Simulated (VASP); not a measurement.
A run of VASP 6.6.1 is set up as follows.

File INCAR:

```
ALGO     = Normal         # electronic algorithm
EDIFF    = 1E-8           # SCF threshold, eV
ENCUT    = 750            # plane-wave cutoff, eV
GGA      = PE             # functional
GGA_COMPAT= F            
ISIF     = 2              # what is computed and relaxed
ISMEAR   = 0              # smearing method
LASPH    = T              # aspherical terms in the spheres
LCHARG   = F              # write CHGCAR
LORBIT   = 11             # projections on sites
LREAL    = F              # projectors in reciprocal space
LSORBIT  = T              # spin-orbit coupling
LWAVE    = F              # write WAVECAR
MAGMOM   = 0 0 0 0 0 0 0 0 0 0 0 0 # initial moments
NBANDS   = 52             # bands
NELM     = 100            # most SCF steps
PREC     = Accurate       # precision mode
SIGMA    = 0.02           # smearing width, eV
```

File KPOINTS:

```
k-points
0
Gamma
  8 8 5
```

Contents of POSCAR:

```
ZnS
1.0
    3.8110000000      0.0000000000      0.0000000000
   -1.9055000000      3.3004228138      0.0000000000
    0.0000000000      0.0000000000      6.2340000000
Zn S
2 2
Direct
    0.6666666667      0.3333333333      0.5000000000
    0.3333333333      0.6666666667      0.0000000000
    0.6666666667      0.3333333333      0.8850000000
    0.3333333333      0.6666666667      0.3850000000
```

Potentials or basis: VASP PAW PBE potentials, release 64 (Zn, S).

The run is started by

```bash
$ cat potpaw_PBE.64/Zn/POTCAR potpaw_PBE.64/S/POTCAR > POTCAR
$ mpirun -np 1 vasp_ncl > vasp.out
```

Problem. Predict the largest force.

Solution. 0.323 eV/Å.

Problem. Estimate the pressure.

Solution. 2.5 GPa.

Stress tensor (GPa, compression positive):
```
3.20 0.00 0.00
0.00 3.20 0.00
0.00 0.00 1.14
```
